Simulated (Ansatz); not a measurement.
# SnSe: the cost of one run

Computed with Ansatz 0.2.0 (DFT PBE+D3(BJ), scalar-relativistic, plane waves, PAW, unless a step's input says otherwise).

The COD entry's cell or inner coordinates are ideal or old and differ from later refinements, so a difference from it is no clean test against experiment.

**1. The structure to begin with**

The structure is orthorhombic, space group Pmn2_1 (No. 31). The conventional cell has a = 4.190 Å, b = 21.054 Å, c = 4.460 Å, α = 90.00°, β = 90.00°, γ = 90.00°. Sn (site symmetry m) has 3 Se at 2.77 to 2.82 Å as nearest neighbours. Se (site symmetry m) is surrounded by 3 Sn at 2.77 to 2.82 Å.

As a file:

```cif
data_structure
_symmetry_space_group_name_H-M 'P 1'
_symmetry_Int_Tables_number 1
_cell_length_a 4.1900
_cell_length_b 4.4600
_cell_length_c 21.0545
_cell_angle_alpha 90.000
_cell_angle_beta 90.000
_cell_angle_gamma 90.000
_cell_volume 393.45
loop_
_atom_site_label
_atom_site_type_symbol
_atom_site_fract_x
_atom_site_fract_y
_atom_site_fract_z
_atom_site_occupancy
Sn1 Sn 0.75000 0.60300 0.42746 1
Se1 Se 0.25000 0.02100 0.44230 1
Se2 Se 0.75000 0.52100 0.55770 1
Sn2 Sn 0.25000 0.10300 0.57254 1
```

Free-standing sheet.

**2. Relaxing the sheet and its cell in the plane**

Contents of input.yaml:

```yaml
crystal:
  lattice:
    - [4.19, 0.0, 0.0]
    - [0.0, 4.46, 0.0]
    - [0.0, 0.0, 21.0544799493]
  atoms:
    - { symbol: Sn, position: [0.75, 0.603, 0.4274624698] }
    - { symbol: Se, position: [0.25, 0.021, 0.4422996899] }
    - { symbol: Se, position: [0.75, 0.521, 0.5577003101] }
    - { symbol: Sn, position: [0.25, 0.103, 0.5725375302] }
basis:
  ecutwfc: 420.0
  fft_grid_basis: typed
kpoints:
  mp_grid: { grid: [8, 8, 1] }
hamiltonian:
  xc: pbe
  dispersion: d3bj
  pseudopotentials: { kind: paw }
scf:
  occupations: { method: gaussian, width: 0.05 }
output:
  forces: true
  eigenvalues: true
  stress: true
efield:
  axis: 3
  dipole_correction: true
  ramp_width: 0.04
relax:
  adjacent_minimum: "off"
  f_tol: 0.02
  max_steps: 60
  cell: { fix: [c, alpha, beta], stress_tol: 0.05 }
```

On the command line:

```bash
$ ansatz run input.yaml --threads 1 --pin off --max-ram 2211MiB --backend cpu --events-out ev --progress --plain --runs-dir out
```

Q: Estimate wall time and peak memory on 1 thread of Arm Neoverse N1, shared host.

About 4.4 min, with a peak of 0.65 GiB.
